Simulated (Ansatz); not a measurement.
Space group P6_3mc (No. 186). a = 4.686 Å, b = 4.686 Å, c = 7.664 Å, α = 90.00°, β = 90.00°, γ = 120.00°
```tsv
atom	site	symmetry	x	y	z
Ag	2b	3m.	0.6667	0.3333	0.6277
I	2b	3m.	0.6667	0.3333	0.0023
```

Equation of state of this AgI structure (not necessarily the ground state), with shape and atoms relaxed at each volume where symmetry leaves them free. All numbers below come from DFT PBE, scalar-relativistic, plane waves, PAW (Ansatz 0.2.0).

Settings: cutoff 420 eV, Γ-centred mesh 6×6×4 on the computed 4-atom cell, Gaussian smearing of 0.02 eV; no spin polarisation.

```csv
V (Å³/atom),E − E(largest V) (meV/atom),P (GPa),gap on mesh (eV)
32.064,30.79,4.63,1.38
33.157,4.48,3.12,1.37
34.250,-12.42,1.87,1.37
35.343,-21.58,0.84,1.37
36.436,-24.32,-0.01,1.37
37.529,-21.76,-0.72,1.37
38.622,-14.80,-1.30,1.37
40.080,0.00,-1.93,1.37
```

Task: Fit a third-order Birch–Murnaghan equation to E(V).

Result: V0 = 36.42 Å³/atom, B0 = 26 GPa, B0' = 5.3.

Spin-orbit coupling is left out, which matters for the bands of heavy elements.